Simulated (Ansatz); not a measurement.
# TiB2: from a guess to a relaxed structure

Aim: relax a trial structure of TiB2 and see where it ends.

Method: DFT PBE, scalar-relativistic, plane waves, PAW, in Ansatz 0.2.0.

## 1. Starting point

The structure is hexagonal, space group P6_3/mmc (No. 194). Conventional cell: a = 4.078 Å, b = 4.078 Å, c = 4.932 Å, α = 90.00°, β = 90.00°, γ = 120.00°. Around Ti (site symmetry -6m2) lie 11 B at 2.35 to 2.66 Å. B (site symmetry -3m) has 8 B at 2.47 to 2.66 Å and 6 Ti at 2.66 Å as nearest neighbours. B (site symmetry -6m2) is surrounded by 5 Ti at 2.35 to 2.47 Å.

As a file:

```
CELL_PARAMETERS angstrom
4.07840 0.00000 0.00000
-2.03920 3.53200 0.00000
0.00000 0.00000 4.93159
ATOMIC_POSITIONS crystal
Ti 0.33333 0.66667 0.25000
Ti 0.66667 0.33333 0.75000
B 0.00000 0.00000 0.00000
B 0.00000 0.00000 0.50000
B 0.66667 0.33333 0.25000
B 0.33333 0.66667 0.75000
```

The cell is invented: random cell by space group and Wyckoff sites (P6_3/mmc, No. 194). Lengths come from tabulated atomic sizes and are only a guess.

## 2. The guess as it stands, on a coarse mesh

The input, input.yaml:

```yaml
crystal:
  lattice:
    - [4.07839683, 0.0, 0.0]
    - [-2.03919841, 3.53199526, 0.0]
    - [0.0, 0.0, 4.93159094]
  atoms:
    - { symbol: Ti, position: [0.33333333, 0.66666667, 0.25] }
    - { symbol: Ti, position: [0.66666667, 0.33333333, 0.75] }
    - { symbol: B, position: [0.0, 0.0, 0.0] }
    - { symbol: B, position: [0.0, 0.0, 0.5] }
    - { symbol: B, position: [0.66666667, 0.33333333, 0.25] }
    - { symbol: B, position: [0.33333333, 0.66666667, 0.75] }
basis:
  ecutwfc: 420
kpoints:
  mp_grid: { grid: [6, 6, 4] }
hamiltonian:
  xc: pbe
scf:
  occupations: { method: gaussian, width: 0.1 }
  lower_state_search: "off"
output:
  forces: true
  stress: true
  eigenvalues: true
```

Launch:

```
ansatz run input.yaml --threads 1 --pin off --max-ram 2560MiB --backend cpu --events-out ev --progress --plain --runs-dir out
```

Further runs follow: coarse relaxation; spin check on a coarse mesh; final relaxation.

Q: Predict the outcome of this session. Wanted: conventional cell; volume; energy over the elements; gap on the mesh.

**Answer**, as computed:

| quantity | value |
| --- | --- |
| symmetry at the end (tolerance 0.05 Å) | space group P6_3/mmc (No. 194) |
| conventional cell | a = 3.885 Å, b = 3.885 Å, c = 4.307 Å, α = 90.00°, β = 90.00°, γ = 120.00° |
| volume | 9.38 Å³/atom |
| energy over the elements | +0.42 eV/atom |
| gap on the mesh | none (metal) |

What this shows: The space group P6_3/mmc (No. 194) is kept, and the volume per atom shrinks by 20.8 % from the first guess. With a positive formation energy it can't be a ground state. No finished test with a distortion of lower symmetry is shown, so the end may be a saddle point. Other magnetic orders were not searched.
